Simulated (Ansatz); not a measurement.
Crystal: TiAl3.

```
Ti Al
1.0
     3.95567    0.00000    0.00000
     0.00000    3.95567    0.00000
     0.00000    0.00000    3.95567
Ti Al
1 3
Cartesian
  0.0000 0.0000 0.0000
  0.0000 1.9778 1.9778
  1.9778 0.0000 1.9778
  1.9778 1.9778 0.0000
```

The cell comes from a database or a generator and needn't be the stable form of this composition.

Below is the output of Ansatz 0.2.0 for this cell. Logs are shortened: lines on timing, memory, paths and dates and some standing lists are left out, and cuts for length are marked.

```text
Warning: RAYON_NUM_THREADS=2 ignored (pool sized by the plan → 2); use --threads N
Engine: ansatz 0.2.0, aarch64-unknown-linux-gnu
Pseudopotentials: kind: paw
Pseudopotential: Ti, paw, valence charge 12, recommended cutoff 420 eV (normal), Ti.paw.azcp
Pseudopotential: Al, paw, valence charge 3, recommended cutoff 420 eV (normal), Al.paw.azcp
Functional definition: PBEsol
  exchange = pbesol_x
  correlation = pbesol_c
Crystal: 4 atoms, lattice volume = 61.896 Å³
Basis set: ecut = 420 eV, 1213 PW (Γ), exchange–correlation on 54×54×54 points (8 copies of the dense FFT grid, shifted against one another)
Bands: 15, of which v1, the nominal top of the filled ones, is band 11 counted from 1 (10 counted from 0)
Symmetry: 48 space group operations
Space group: Pm-3m (ITA 221), of the structure as read, at distance tolerance 4.0e-5 Å
k-points: 20 of 343
Non-local potential: Ti, projectors of the file, l = 0: 3, l = 1: 2, l = 2: 3, l = 3: 1
Non-local potential: Al, projectors of the file, l = 0: 2, l = 1: 2, l = 2: 1
PAW form: soft (Blöchl's): semilocal exchange-correlation on the pseudo side does not see the compensation charge
PAW frozen core: Ti, regenerated for the run's functional, and the local potential with it (the file was generated under x = pbe(κ = 0.804, μ = 0.2195149727645171), c = pbe(β = 0.06672455060314922))
PAW frozen core: Al, regenerated for the run's functional, and the local potential with it (the file was generated under x = pbe(κ = 0.804, μ = 0.2195149727645171), c = pbe(β = 0.06672455060314922))
PAW one-centre angular grid: Ti, 590 points (default); XC on 64 Gauss nodes
PAW one-centre angular grid: Al, 110 points (default); XC on 64 Gauss nodes
Initial density: superposition of atomic densities (neutral atoms: chi_scale 0, normalization atom), corrected by the library's trained network
Initial wavefunctions: pseudopotential atomic-orbital guess
Functional: x = pbesol(κ = 0.804, μ = 0.12345679012345678), c = pbesol(β = 0.046)
SCF iter   1: F=—  HF=-4049.063963 eV  |F-HF|=—  |Δ(HF+E_count)|=         —  Δρ=3.07e-3  dr2=7.38e-3  ethr=1.77e-3  ⟨swp⟩=5.6  Hψ=1747  notcnv=0
preconditioner: auto → Resta (q_TF=auto, 2.279 Å⁻¹)  ε∞=10.4  [insulator: Δε(μ)=0.175 eV  Ē_g=5.558 eV  σ=0.050 eV  W_gap=0.65  n_scr=18 (ndim 8)  ℏωp=17.0 eV  f_vac=0.000  D(μ)=2.95/eV (n_scr^D=26)  ε∞_Penn≈10.4]
SCF iter   2: F=—  HF=-4049.062188 eV  |F-HF|=—  |Δ(HF+E_count)|=   1.77e-3  Δρ=1.63e-3  dr2=2.30e-3  ethr=3.51e-5  ⟨swp⟩=1.9  Hψ=511  notcnv=0
SCF iter   3: F=—  HF=-4049.061612 eV  |F-HF|=—  |Δ(HF+E_count)|=   5.76e-4  Δρ=1.63e-4  dr2=1.89e-5  ethr=1.09e-5  ⟨swp⟩=2.6  Hψ=507  notcnv=0
[... 70 lines left out ...]
--- Per-component energies (eV) ---
  E_band       = -135.047871
  E_kinetic    = 349.332875
  E_local      = -1163.577411  (includes V_loc(G=0)·N_el)
  E_nonlocal   = 42.739542
  E_hartree    = 516.803042
  E_xc         = -218.259922
  E_vxc        = -213.323822  (∫ρ·V_xc dr)
  E_paw        = -2388.666308  (= ΣΔE_a)
  E_vpaw       = -183.825260  (= ΣTr[D̂ρ^β])
  E_aug_tail   = 0.000114  (compensation charges beyond the density's cutoff)
  E_ewald      = -1187.571383
  E_core_change = 0.196801  (= ΣΔE_core)
  E_smearing   = -0.022747  (= −TS)
  E_closure    = -0.000000  (closes the sum)
  Σ components = -4049.025398   (vs F -4049.025398, Δ=0.00e0)
--- Forces (eV/Å), atoms counted from 1 ---
  atom   1  Ti     0.00000000     0.00000000    -0.00000000
  atom   2  Al     0.00000000     0.00000000    -0.00000000
  atom   3  Al    -0.00000000    -0.00000000     0.00000000
  atom   4  Al    -0.00000000     0.00000000     0.00000000
  max |Σ_I F_I| component: 9.20e-31 eV/Å
--- Stress (GPa, compression-positive) ---
        4.966060      -0.000000       0.000000
       -0.000000       4.966060       0.000000
        0.000000       0.000000       4.966060
  P = ⅓ Tr σ = 4.9661 GPa (49.661 kbar)
--- Band table (eV; the first three rows and the last of 20) ---
  k-point 0: bands = ["-45.6068", "-22.0351", "-22.0351", "-22.0351", "-0.1196", "7.7612", "7.7612", "8.7744", "8.7744", "8.7744", "11.1246", "11.1246", "11.1246", "11.6338", "15.4346"]
  k-point 1: bands = ["-45.6066", "-22.0400", "-22.0348", "-22.0348", "0.0858", "6.5326", "7.8915", "8.7494", "8.7494", "9.3664", "11.1729", "11.1861", "11.1861", "12.4266", "14.7684"]
  k-point 2: bands = ["-45.6061", "-22.0510", "-22.0340", "-22.0340", "0.6891", "4.7655", "8.2328", "8.6839", "8.6839", "10.2215", "11.2865", "11.4027", "11.4027", "13.1418", "13.5862"]
  k-point 19: bands = ["-45.6039", "-22.0537", "-22.0535", "-22.0535", "4.5594", "5.7095", "5.7095", "6.4948", "7.5699", "7.5699", "7.7212", "11.7013", "12.2906", "12.2906", "13.9992"]
--- Relaxed structure (4 steps of the walk, 4 accepted, 1 SCFs on fresh bases) ---
  F+E_penalty+E_count = -4049.02539753 eV   max|allowed force component| = 9.286e-31 eV/Å   (the final SCF, on the basis selected at the relaxed cell)
  cell:  # Å, volume = 59.0911 Å³
    - [3.8949983962509034, 8.827178911774831e-35, 7.0617431294198645e-34]
    - [-4.012354050806741e-35, 3.8949983962509034, 2.246918268451775e-34]
    - [7.0617431294198645e-34, 2.246918268451775e-34, 3.8949983962509034]
  atoms:
    - { symbol: Ti, position: [-2.6372567063295927e-35, 6.33955939021382e-38, 3.042988507303373e-36] }
    - { symbol: Al, position: [3.042988507303342e-35, 0.49999999999999994, 0.49999999999999994] }
    - { symbol: Al, position: [0.49999999999999994, 2.092054598771331e-36, 0.49999999999999994] }
    - { symbol: Al, position: [0.49999999999999994, 0.49999999999999994, 3.042988507303309e-36] }
```

Q: Write the input and the command behind it.

A: Relaxation of cell and atoms with PBEsol, no spin polarisation. The files as run (others can give the same):

input.yaml
```yaml
crystal:
  lattice:
    - [3.95567125, 0.0, 0.0]
    - [0.0, 3.95567125, 0.0]
    - [0.0, 0.0, 3.95567125]
  atoms:
    - { symbol: Ti, position: [0.0, 0.0, 0.0] }
    - { symbol: Al, position: [0.0, 0.5, 0.5] }
    - { symbol: Al, position: [0.5, 0.0, 0.5] }
    - { symbol: Al, position: [0.5, 0.5, 0.0] }
hamiltonian:
  xc: pbesol
  pseudopotentials: { kind: paw }
kpoints:
  mp_grid: { grid: [7, 7, 7] }
scf:
  occupations: { method: fermi_dirac, width: 0.05 }
output:
  forces: true
  stress: true
  eigenvalues: true
  write_density: true
  write_potential: true
  elf: true
  volumetric_format: npy
relax:
  f_tol: 0.01
  max_steps: 40
  cell: { stress_tol: 0.05, p_target: 5.0 }
```

Potentials or basis: Ansatz PAW.
Command:
```console
$ ansatz run input.yaml --threads 2 --pin off --max-ram 5632MiB --backend cpu --events-out ev --progress --plain --runs-dir out
```

Caveat: the plane-wave basis is chosen anew once the cell has moved, so the energies of steps on either side of that aren't comparable; the PAW data sets come from PBE, with cores solved anew for the run's functional, which leaves a small shift of forces and pressure.
